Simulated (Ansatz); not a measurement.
# W: the cost of one run

Computed with Ansatz 0.2.0 (DFT PBE, scalar-relativistic, plane waves, PAW, unless a step's input says otherwise).

The COD cell was measured well above room temperature, so it is larger than a cold one.

3 further runs of the same task are left out: 1 that didn't finish, 2 set aside as unsound or not needed.

**1. The system as given**

Symmetry: Im-3m, No. 229, cubic system. The conventional cell has a = 3.184 Å, b = 3.184 Å, c = 3.184 Å, α = 90.00°, β = 90.00°, γ = 90.00°. Around W (site symmetry m-3m) lie 8 W at 2.76 Å.

As a file:

```cif
data_structure
_symmetry_space_group_name_H-M 'P 1'
_symmetry_Int_Tables_number 1
_cell_length_a 2.7570
_cell_length_b 2.7570
_cell_length_c 2.7570
_cell_angle_alpha 109.471
_cell_angle_beta 109.471
_cell_angle_gamma 109.471
_cell_volume 16.13
loop_
_atom_site_label
_atom_site_type_symbol
_atom_site_fract_x
_atom_site_fract_y
_atom_site_fract_z
_atom_site_occupancy
W1 W 0.00000 0.00000 0.00000 1
```

It is the result of an earlier relaxation at this level (volume 16.13 Å³/atom; gap on the mesh: none (metal)).

**2. Relaxing to 0.001 eV/Å, with the smearing for a metal**

Response runs need a geometry at rest under their own mesh and occupations; hence this stricter relaxation.

input.yaml reads:

```yaml
crystal:
  lattice:
    - [-1.5917793224, 1.5917793224, 1.5917793224]
    - [1.5917793224, -1.5917793224, 1.5917793224]
    - [1.5917793224, 1.5917793224, -1.5917793224]
  atoms:
    - { symbol: W, position: [0.0, 0.0, 0.0] }
basis:
  ecutwfc: 420
kpoints:
  mp_grid: { grid: [20, 20, 20] }
hamiltonian:
  xc: pbe
scf:
  occupations: { method: fermi_dirac, width: 0.15 }
output:
  forces: true
  stress: true
  eigenvalues: true
relax:
  adjacent_minimum: "off"
  f_tol: 0.001
  max_steps: 60
  cell: { stress_tol: 0.01 }
```

Started as:

```bash
$ ansatz run input.yaml --threads 1 --pin off --max-ram 1228MiB --backend cpu --events-out ev --progress --plain --runs-dir out
```

Q: Estimate wall time and peak memory on 1 thread of an Arm CPU, shared host.

About 19 s, with a peak of 0.33 GiB.
